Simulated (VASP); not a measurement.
Data:

```xyz
2
Lattice="0.0000 2.9275 2.9275 2.9275 0.0000 2.9275 2.9275 2.9275 0.0000" Properties=species:S:1:pos:R:3 pbc="T T T"
Li     0.0000     0.0000     0.0000
I      2.9275     2.9275     2.9275
```

Level of theory: PBE GGA, VASP's PBE PAW potentials (set 64) (plane waves; VASP). Numerical set-up: 400 eV cut-off, 8×8×8 Γ-centred mesh, Gaussian smearing of 0.010 eV, potentials Li_sv I.

Unless said otherwise, spin-orbit coupling is left out, though it shifts the bands of the heavy elements here.

Problem. Give the energies of bands 3 to 8 at the high-symmetry points, in eV from the valence-band maximum.

Solution. 
| band | Γ | X | U | L | W |
|---|---|---|---|---|---|
| 3 | -0.01 | -3.30 | -2.89 | -3.34 | -2.52 |
| 4 | -0.01 | -1.40 | -2.22 | -0.33 | -2.52 |
| 5 | -0.01 | -1.40 | -1.07 | -0.33 | -1.44 |
| 6 | 4.67 | 4.49 | 4.91 | 4.56 | 6.44 |
| 7 | 8.25 | 5.23 | 7.18 | 6.12 | 6.80 |
| 8 | 8.25 | 10.81 | 8.49 | 6.12 | 8.05 |

The gap is indirect, 4.49 eV, from the valence maximum at K-Γ at 0.78 to the conduction minimum at X.

The structure comes from a computed database's LiI entry; how it stands against other phases isn't given here. The cell was not relaxed at this level.
